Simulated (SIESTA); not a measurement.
The system is NiO2.

```
Ni O
1.0
     2.79878    0.00000    0.00000
    -1.39939    2.42382    0.00000
     0.00000    0.00000    4.61827
Ni O
1 2
Cartesian
  0.0000 0.0000 2.3091
  0.0000 1.6159 1.3576
  1.3994 0.8079 3.2607
```

The cell comes from a database or a generator and needn't be the stable form of this composition.

Base run:

| Quantity | Value |
| --- | --- |
| Program | SIESTA 5.4.2 |
| Functional | PBEsol |
| Potentials or basis | PseudoDojo 0.4 standard (PBEsol files) |
| Basis | DZP (energy shift 0.003 Ry; two zetas on semicore shells) |
| Grid cutoff | 800 Ry |
| Energy shift | 0.003 Ry |
| k mesh | 8 × 8 × 4 |
| Occupations | fermi-dirac, width 0.05 eV |
| Spin | collinear spin, ferromagnetic start |
| Starting moments | [1.0, 0.0, 0.0] μB |

Its results: band gap on the k mesh 0.85 eV, indirect (least direct gap 1.06 eV); pressure -2.3 GPa; net moment 0.00 μB per cell; largest force 0.077 eV/Å.

The run is repeated on the same cell with these changes: hubbard terms from none to Ni d U = 6 eV. What comes out?

Band gap on the k mesh 1.36 eV, indirect (least direct gap 1.49 eV); pressure -3.2 GPa; net moment 0.00 μB per cell; largest force 0.024 eV/Å.

The U term pushes filled and empty states of the shell apart.

Caveats: short orbitals over semicore shells can move pressures by several GPa; the basis of atomic orbitals isn't converged, which shifts pressures, moduli and gaps.

A k mesh can miss the band edges.
